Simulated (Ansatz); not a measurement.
Rh: levels with and without spin–orbit coupling

```
CELL_PARAMETERS angstrom
0.00000 1.90155 1.90155
1.90155 0.00000 1.90155
1.90155 1.90155 0.00000
ATOMIC_POSITIONS crystal
Rh 0.00000 0.00000 0.00000
```

The cell comes from COD entry 9008482, which wasn't checked; take it as a given geometry.

All numbers are computed: DFT, PBE, all-electron LAPW, scalar-relativistic (Ansatz 0.2.0); DFT, PBE, all-electron LAPW, Dirac equation with spin-orbit coupling (Ansatz 0.2.0).

Numerical set-up: a Γ-centred 16×16×16 k mesh, Fermi–Dirac smearing of 0.08 eV, basis error target 1 meV/atom, no spin polarisation.

Levels between -4 and 3 eV, each run counted from its own valence-band top where it has a gap, else its Fermi level. Scalar levels are listed once for both spins; with the coupling every spinor state is counted. Levels near the edges of the range can cross them.

Q: At Γ (0.000, 0.000, 0.000) the scalar-relativistic levels are -3.07 (×3), -0.98 (×2). What are they with spin–orbit coupling?

A: -3.18 (×4), -2.92 (×2), -0.97 (×4).

Q: At K (0.375, 0.375, 0.750) the scalar-relativistic levels are -2.06, -0.68, 0.38. What are they with spin–orbit coupling?

A: -2.08 (×2), -0.69 (×2), 0.39 (×2).

Q: At W (0.500, 0.250, 0.750) the scalar-relativistic levels are -3.80 (×2), -1.20, 1.00. What are they with spin–orbit coupling?

A: -3.84 (×2), -3.79 (×2), -1.19 (×2), 1.00 (×2).
